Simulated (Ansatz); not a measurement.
Ansatz input

```yaml
crystal:
  lattice:
    - [-1.6019897993, 1.6281983229, 2.4755659755]
    - [1.6281983229, -1.6019897993, 2.4755659755]
    - [1.5260503474, 1.5260503474, -2.4583443363]
  atoms:
    - { symbol: In, position: [0.0, 0.0, 0.0] }
hamiltonian:
  xc: lda
  pseudopotentials:
    kind: paw_fr
    azcp:
      In: "pseudopotentials/In.paw.azcp"
basis:
  ecutwfc: 420
  fft_grid_basis: typed
kpoints:
  mp_grid: { grid: [12, 12, 14], shift: [0, 0, 0] }
magnetization:
  noncollinear: true
  spin_orbit: true
scf:
  occupations: { method: fermi_dirac, width: 0.1 }
```

Output

```
Warning: the record states the generating functional pbe (its physics header spells it `PBE`), which answers neither for hamiltonian.xc's functional nor for the lda family's — results may be inconsistent (PPs are generated against a specific XC)
Engine: ansatz 0.2.0, x86_64-unknown-linux-gnu
Pseudopotentials: kind: paw_fr
Pseudopotential: In, paw_fr, valence charge 13, recommended cutoff 420 eV (normal) 
Functional definition: SPW92
  exchange = slater_x
  correlation = pw_c
non-collinear run that drives no moment, with spin-orbit: no starting moment large enough to seed its density (crystal.atoms[].spin), no starting occupations that ask for one, no magnetisation constraint and no magnetic field, so the semilocal B_xc is pinned to zero
Crystal: 1 atoms, lattice volume = 24.614 Å³
Basis set: ecut = 420 eV, 489 PW (Γ)
Bands: 22, of which v1, the nominal top of the filled ones, is band 13 counted from 1 (12 counted from 0)
Symmetry: 4 space group operations + 4 with time reversal
Magnetic group: BNS 12.59 (UNI 66), of the structure as read, at distance tolerance 2.9e-5 Å
k-points: 554 of 2016
Projection manifold: j_resolved (fully-relativistic pseudo-atomic orbitals)
Non-local potential: In, projectors of the file, l = 0: 2, l = 1: 4, l = 2: 4, l = 3: 4
PAW form: soft (Blöchl's): semilocal exchange-correlation on the pseudo side does not see the compensation charge
PAW frozen core: In, regenerated for the run's functional, and the local potential with it (the file was generated under x = pbe(κ = 0.804, μ = 0.2195149727645171), c = pbe(β = 0.06672455060314922))
PAW one-centre angular grid: In, 590 points (default); XC on 64 Gauss nodes
Initial density: superposition of atomic densities (chi_scale 0.1, normalization cell)
Initial wavefunctions: pseudopotential atomic-orbital guess
Functional: x = slater, c = lda
SCF iter   1: F=—  HF=-5459.065424 eV  |F-HF|=—  |Δ(HF+E_count)|=         —  Δρ=1.82e-2  dr2=1.06e-1  dr2_m=0.00e0 (ungated)  ethr=3.10e-3  |M|=0.00e0 ∫|m|=0.00e0 μB  |m|>n=0.0e0 m-floor=0.0e0 τ_xc=0.0e0  β_m=0.30  ⟨swp⟩=9.7  Hψ=41440  notcnv=0  defer=118
SCF iter   2: F=—  HF=-5459.035357 eV  |F-HF|=—  |Δ(HF+E_count)|=   3.01e-2  Δρ=1.30e-2  dr2=5.49e-2  dr2_m=0.00e0 (ungated)  ethr=8.14e-4  |M|=0.00e0 ∫|m|=0.00e0 μB  |m|>n=0.0e0 m-floor=0.0e0 τ_xc=0.0e0  β_m=0.61  ⟨swp⟩=2.0  Hψ=9786  notcnv=0  defer=1552
SCF iter   3: F=—  HF=-5459.013472 eV  |F-HF|=—  |Δ(HF+E_count)|=   2.19e-2  Δρ=3.45e-3  dr2=1.27e-3  dr2_m=0.00e0 (ungated)  ethr=4.22e-4  |M|=0.00e0 ∫|m|=0.00e0 μB  |m|>n=0.0e0 m-floor=0.0e0 τ_xc=0.0e0  β_m=0.78  ⟨swp⟩=2.0  Hψ=10534  notcnv=0  defer=1552
SCF iter   4: F=—  HF=-5459.013205 eV  |F-HF|=—  |Δ(HF+E_count)|=   2.66e-4  Δρ=1.08e-3  dr2=3.02e-4  dr2_m=0.00e0 (ungated)  ethr=9.76e-6  |M|=0.00e0 ∫|m|=0.00e0 μB  |m|>n=0.0e0 m-floor=0.0e0 τ_xc=0.0e0  β_m=0.68  ⟨swp⟩=2.0  Hψ=9750  notcnv=0  defer=1604
SCF iter   5: F=—  HF=-5459.013063 eV  |F-HF|=—  |Δ(HF+E_count)|=   1.43e-4  Δρ=2.32e-4  dr2=1.33e-5  dr2_m=0.00e0 (ungated)  ethr=2.32e-6  |M|=0.00e0 ∫|m|=0.00e0 μB  |m|>n=0.0e0 m-floor=0.0e0 τ_xc=0.0e0  β_m=0.84  ⟨swp⟩=2.1  Hψ=8480  notcnv=0  defer=1604
SCF iter   6: F=—  HF=-5459.013056 eV  |F-HF|=—  |Δ(HF+E_count)|=   6.94e-6  Δρ=2.01e-5  dr2=1.09e-7  dr2_m=0.00e0 (ungated)  ethr=1.03e-7  |M|=0.00e0 ∫|m|=0.00e0 μB  |m|>n=0.0e0 m-floor=0.0e0 τ_xc=0.0e0  β_m=0.90  ⟨swp⟩=2.0  Hψ=8199  notcnv=0  defer=1604
SCF iter   7: F=-5459.013056 eV  HF=-5459.013056 eV  |F-HF|=1.27e-10  |Δ(HF+E_count)|=   5.92e-8  Δρ=7.26e-7  dr2=1.51e-10  dr2_m=0.00e0 (ungated)  ethr=7.69e-10  |M|=0.00e0 ∫|m|=0.00e0 μB  |m|>n=0.0e0 m-floor=0.0e0 τ_xc=0.0e0  ⟨swp⟩=2.8  Hψ=12538  notcnv=0
SCF 1 converged in 7 iterations: F = -5459.013056 eV  dr2 = 1.51e-10
SCF converged after 7 iterations
Magnetization: |M| = 0.0000 μB,  M = (+0.0000, +0.0000, +0.0000) μB
Absolute magnetization: 0.0000 μB (∫|m|)
  site 0: m = (+0.0000, +0.0000, +0.0000) μB, |m| = 0.0000 μB  (R = 1.30 Å)
Free energy (F): -5459.013056 eV
Harris-Foulkes:  -5459.013056 eV  (|F-HF|=1.27e-10)
Internal energy: -5458.999917 eV  (E = F + TS)
E sigma→0 (E₀):  -5459.006486 eV
Entropy (-TS):   -0.013139 eV (-13.139 meV/atom)
Fermi energy:    10.737497 eV
--- Per-component energies (eV) ---
  E_band       = -16.806554
  E_kinetic    = 242.884426
  E_local      = -1040.916588  (includes V_loc(G=0)·N_el)
  E_nonlocal   = 369.252245
  E_hartree    = 406.696994
  E_xc         = -214.590388
  E_vxc        = -102.206481  (∫ρ·V_xc dr)
  E_paw        = -4014.828188  (= ΣΔE_a)
  E_vpaw       = -299.214661  (= ΣTr[D̂ρ^β])
  E_aug_tail   = 0.000025  (compensation charges beyond the density's cutoff)
  E_ewald      = -1207.789769
  E_core_change = 0.291326  (= ΣΔE_core)
  E_smearing   = -0.013139  (= −TS)
  E_closure    = -0.000000  (closes the sum)
  Σ components = -5459.013056   (vs F -5459.013056, Δ=0.00e0)
```
